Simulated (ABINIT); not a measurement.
Crystal: GaP.

```xyz
2
Lattice="0.0000 2.7252 2.7252 2.7252 0.0000 2.7252 2.7252 2.7252 0.0000" Properties=species:S:1:pos:R:3 pbc="T T T"
Ga    0.0000    0.0000    0.0000
P     4.0879    4.0879    4.0879
```

Base run:

- Program: ABINIT 10.8.3 (patched build)
- Functional: revPBE
- Potentials or basis: PseudoDojo NC SR PBE v0.4.1 standard
- Cutoff: 1088 eV
- k mesh: 8 × 8 × 8
- Occupations: fermi-dirac, width 0.05 eV
- Spin: no spin polarisation

Its results: band gap on the k mesh 1.73 eV, indirect (least direct gap 1.92 eV); pressure 4.2 GPa.

After a change of settings the same cell gave: band gap on the k mesh 1.63 eV, indirect (least direct gap 1.77 eV); pressure 2.5 GPa. Which change was it?
A. functional from revPBE to WC; potentials or basis from PseudoDojo NC SR PBE v0.4.1 standard to JTH PAW PBE v2.0; cutoff from 1088 eV to 544 eV
B. functional from revPBE to PW91
C. functional from revPBE to LDA-PZ; potentials or basis from PseudoDojo NC SR PBE v0.4.1 standard to JTH PAW LDA v2.0; cutoff from 1088 eV to 544 eV
D. functional from revPBE to BLYP

B.

PW91 binds more tightly than revPBE, so the same cell stands under less pressure.

Caveats: the potentials were made for another functional, which shifts forces and pressure.

Not every run made on this cell is shown here.
